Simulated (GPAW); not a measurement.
## Moving the Hubbard U on Pt d in Pt

```cif
data_structure
_symmetry_space_group_name_H-M 'Fm-3m'
_symmetry_Int_Tables_number 225
_cell_length_a 3.9218
_cell_length_b 3.9218
_cell_length_c 3.9218
_cell_angle_alpha 90.000
_cell_angle_beta 90.000
_cell_angle_gamma 90.000
_cell_volume 60.32
loop_
_atom_site_label
_atom_site_type_symbol
_atom_site_symmetry_multiplicity
_atom_site_Wyckoff_symbol
_atom_site_fract_x
_atom_site_fract_y
_atom_site_fract_z
_atom_site_occupancy
Pt1 Pt 4 a 0.00000 0.00000 0.00000 1
```

Kept alike: task single point; functional PBEsol; k mesh 12 × 12 × 12; occupations fermi-dirac, width 0.05 eV; no spin polarisation. Program: GPAW, PAW data sets generated for this functional, cutoff 600 eV. The mesh is that of the run's cell of 1 atom. No spin-orbit coupling.

| Hubbard U on Pt d, U (eV) | pressure (GPa) |
| --- | --- |
| 0 | -0.92 |
| 1 | -2.87 |
| 2 | -4.57 |
| 3 | -6.33 |
| 4 | -8.01 |
| 5 | -9.56 |
| 6 | -10.74 |
| 8 | -13.27 |

Pressure is positive in compression; the values hold the error of the finite cutoff, so their zero can differ a little from the energy's minimum. U acts here on a shell without spin polarisation. For a metal such a mesh leaves the last digits unconverged. How U acts hangs on the program's projectors.

Q: What does the Hubbard U on Pt d change here?

A: The pressure falls from -0.92 to -13.27 GPa between 0 and 8 eV.
